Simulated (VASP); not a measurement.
The system is TiTe2.

```
CELL_PARAMETERS angstrom
3.77700 0.00000 0.00000
-1.88850 3.27098 0.00000
0.00000 0.00000 6.49800
ATOMIC_POSITIONS crystal
Te 0.33333 0.66667 0.73720
Te 0.66667 0.33333 0.26280
Ti 0.00000 0.00000 0.00000
```

* Program: VASP 6.6.1
* Task: relaxation of cell and atoms
* Functional: LDA
* Potentials or basis: VASP PAW LDA potentials, release 64 (Te, Ti_sv)
* Cutoff: 600 eV
* k mesh: 8 × 8 × 4
* Occupations: fermi-dirac, width 0.05 eV
* Spin: no spin polarisation

At the start: pressure -4.0 GPa; volume 26.76 Å³/atom.

**Question.** How do energy, volume and symmetry change on relaxing?

**Answer.** Over 8 steps the energy falls by 24.8 meV/atom and the volume is 24.61 Å³/atom (-8.0 %); space group P-3m1 (No. 164, to 0.05 Å).

The path:
```
step  energy change (eV)  largest force (eV/Å)  pressure (GPa)  volume (Å³)
   1              0.0000                0.2806           -4.01        80.28
   2             -0.0214                0.7415            3.55        72.75
   3             -0.0593                0.2611           -0.17        75.95
   4             -0.0655                0.1931           -0.14        75.46
   5             -0.0695                0.0200            0.02        73.97
   6             -0.0707                0.0525           -0.02        74.46
   7             -0.0726                0.0338           -0.06        74.26
   8             -0.0744                0.0091           -0.07        73.84
```

Final structure:
```xyz
3
Lattice="3.6777 0.0000 0.0000 -1.8388 3.1849 0.0000 0.0000 0.0000 6.3040" Properties=species:S:1:pos:R:3 pbc="T T T"
Te    0.0000    2.1233    4.6014
Te    1.8388    1.0616    1.7027
Ti    0.0000    0.0000    0.0000
```
